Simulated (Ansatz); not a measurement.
# MoS2: the cost of one run

Computed with Ansatz 0.2.0 (DFT PBE+D3(BJ), scalar-relativistic, plane waves, PAW, unless a step's input says otherwise).

The COD entry's cell or inner coordinates are ideal or old and differ from later refinements, so a difference from it is no clean test against experiment.

22 further runs of the same task are left out: 22 set aside as unsound or not needed. Runs told in other sessions of the task aren't counted.

## 1. The starting structure

Symmetry: C2/m, No. 12, monoclinic system. Conventional cell: a = 5.429 Å, b = 3.135 Å, c = 23.938 Å, α = 90.00°, β = 90.00°, γ = 90.00°. S (site symmetry m) is surrounded by 3 Mo at 2.42 Å. Mo (site symmetry m) is surrounded by 6 S at 2.42 Å.

Coordinates:

```cif
data_structure
_symmetry_space_group_name_H-M 'C2/m'
_symmetry_Int_Tables_number 12
_cell_length_a 5.4294
_cell_length_b 3.1347
_cell_length_c 23.9376
_cell_angle_alpha 90.000
_cell_angle_beta 90.000
_cell_angle_gamma 90.000
_cell_volume 407.40
loop_
_atom_site_label
_atom_site_type_symbol
_atom_site_symmetry_multiplicity
_atom_site_Wyckoff_symbol
_atom_site_fract_x
_atom_site_fract_y
_atom_site_fract_z
_atom_site_occupancy
S1 S 4 i 0.55556 0.00000 0.80412 1
Mo1 Mo 4 i 0.72222 0.50000 0.87136 1
S2 S 4 i 0.38889 0.50000 0.93859 1
```

This is the geometry of the first run shown, built on a cell relaxed beforehand with the same method.

## 2. What is varied

Atoms count from 1 in the order of the input.

The upper layer of a bilayer is slid along a line and lifted, both layers rigid.

The axes are (1) slide of the upper layer along the long diagonal of the hexagonal surface cell, from S4 above S3: 9 values from 0.00 to 4.83 Å, periodic; (2) distance between the facing planes of atoms: 6 values from 2.94 to 4.74 Å.

Nothing else is relaxed. Energies count from the two layers apart. Points are written as (first, second).

## 3. Grid point (1.21 Å, 2.94 Å)

The cell repeats along c, and a dipole correction in the vacuum removes the field between the copies.

Input file input.yaml:

```yaml
crystal:
  lattice:
    - [3.1346592662, 0.0, 0.0]
    - [-1.5673296331, 2.7146945567, 0.0]
    - [0.0, 0.0, 23.9375765437]
  atoms:
    - { symbol: S, position: [0.0, 0.0, 0.187988955] }
    - { symbol: Mo, position: [0.6666666667, 0.3333333333, 0.2552219154] }
    - { symbol: S, position: [0.3333333333, 0.6666666667, 0.3224548758] }
    - { symbol: S, position: [0.5555555556, 0.4444444444, 0.4452743264] }
    - { symbol: Mo, position: [1.2222222222, 0.7777777778, 0.5125072868] }
    - { symbol: S, position: [0.8888888889, 1.1111111111, 0.5797402472] }
basis:
  ecutwfc: 420
kpoints:
  mp_grid: { grid: [12, 12, 1] }
hamiltonian:
  xc: pbe
  pseudopotentials: { kind: paw, azcp: { folder: soft_1 } }
  dispersion: d3bj
scf:
  occupations: { method: gaussian, width: 0.1 }
output:
  forces: true
  eigenvalues: true
efield:
  axis: 3
  dipole_correction: true
  ramp_width: 0.04
```

Command:

```console
> ansatz run input.yaml --threads 2 --pin off --max-ram 6144MiB --backend cpu --events-out ev --progress --plain --runs-dir out
```

**Question.** How long does this run take on 2 threads of AMD EPYC 9R45 (Zen 5), shared host, and how much memory does it need?

About 3.6 s, with a peak of 0.58 GiB.
